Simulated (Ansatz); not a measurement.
# In2O3: band gap under strain

How does strain move the band edges of In2O3 (database structure), and do the functionals agree on it? States: no strain; -3.0 % equal strain in all directions; -2.0 % equal strain in all directions.

Program: Ansatz 0.2.0. PAW datasets, plane waves. The values are computed, spin-unpolarised, and not measurements.

## (1) Starting point

The unstrained cell was relaxed with r2SCAN; in each strained cell the atoms were relaxed again with r2SCAN. Names of k-points are those of the unstrained zone, where strain can split equivalent points. First state: no strain.

It is trigonal, R-3c (No. 167); conventional cell a = 5.508 Å, c = 14.560 Å, 12.75 Å³ an atom. Around In lie 6 O at 2.13–2.26 Å; around O lie 4 In at 2.13–2.26 Å.

As a file:

```
CELL_PARAMETERS angstrom
2.75390 1.58997 4.85346
-2.75390 1.58997 4.85346
0.00000 -3.17994 4.85346
ATOMIC_POSITIONS crystal
In 0.64292 0.64292 0.64292
In 0.85708 0.85708 0.85708
In 0.35708 0.35708 0.35708
In 0.14292 0.14292 0.14292
O 0.04659 0.75000 0.45341
O 0.75000 0.45341 0.04659
O 0.45341 0.04659 0.75000
O 0.95341 0.25000 0.54659
O 0.54659 0.95341 0.25000
O 0.25000 0.54659 0.95341
```

## (2) No strain: PBE

input.yaml

```yaml
crystal:
  lattice:
    - [2.7539046504, 1.5899675912, 4.8534590699]
    - [-2.7539046504, 1.5899675912, 4.8534590699]
    - [0.0, -3.1799351824, 4.8534590699]
  atoms:
    - { symbol: In, position: [0.6429176717, 0.6429176717, 0.6429176717] }
    - { symbol: In, position: [0.8570823283, 0.8570823283, 0.8570823283] }
    - { symbol: In, position: [0.3570823283, 0.3570823283, 0.3570823283] }
    - { symbol: In, position: [0.1429176717, 0.1429176717, 0.1429176717] }
    - { symbol: O, position: [0.046592475, 0.75, 0.453407525] }
    - { symbol: O, position: [0.75, 0.453407525, 0.046592475] }
    - { symbol: O, position: [0.453407525, 0.046592475, 0.75] }
    - { symbol: O, position: [0.953407525, 0.25, 0.546592475] }
    - { symbol: O, position: [0.546592475, 0.953407525, 0.25] }
    - { symbol: O, position: [0.25, 0.546592475, 0.953407525] }
kpoints:
  mp_grid: { grid: [6, 6, 6] }
  band_path:
    path:
      - [0.0, 0.0, 0.0]
      - [0.5, 0.5, 0.5]
      - [0.7617877973, 0.2382122027, 0.5]
      - [0.5, -0.2382122027, 0.2382122027]
      - [0.5, 0.0, 0.0]
      - [0.3691061014, -0.3691061014, 0.0]
      - [0.6308938986, 0.0, 0.3691061014]
      - [0.5, 0.0, 0.5]
      - [0.0, 0.192708, -0.197917]
    npoints: 1
hamiltonian:
  xc: pbe
scf:
  occupations: { method: fermi_dirac, width: 0.02 }
  n_extra_bands: 6
output:
  forces: true
  stress: true
  eigenvalues: true
```

Run with:

```
ansatz run input.yaml --threads 2 --pin off --max-ram 29491MiB --backend cpu --events-out ev --progress --plain --runs-dir out
```

The runs that follow: No strain: r2SCAN; No strain: HSE06; -3.0 % equal strain in all directions: PBE; -3.0 % equal strain in all directions: r2SCAN; -3.0 % equal strain in all directions: HSE06; -2.0 % equal strain in all directions: PBE; -2.0 % equal strain in all directions: r2SCAN; -2.0 % equal strain in all directions: HSE06.

Before running it: what results should come out?

**Answer**, as computed:

Least gap in eV (negative: overlap), with the change from the unstrained cell in brackets:

| state | volume change (%) | PBE | r2SCAN | HSE06 |
| --- | --- | --- | --- | --- |
| no strain | +0.0 | 1.22 | 1.80 | 2.73 |
| -3.0 % equal strain in all directions | -8.7 | 1.79 (+0.57) | 2.38 (+0.58) | 3.35 (+0.62) |
| -2.0 % equal strain in all directions | -5.9 | 1.62 (+0.40) | 2.20 (+0.40) | 3.15 (+0.42) |

The largest move of the HSE06 gap in the table is +0.616 eV, under -3.0 % equal strain in all directions. PBE and HSE06 differ by 1.51 eV on the unstrained gap, and by at most 0.04 eV on its change: the two disagree on the size of the gap but agree on its response to strain. In PBE the gap turns direct under -3.0 % equal strain in all directions. Spin-orbit coupling is left out of the table, though the cell holds In (Z = 49); in an element this heavy it can shift bands and gaps by tenths of an eV.
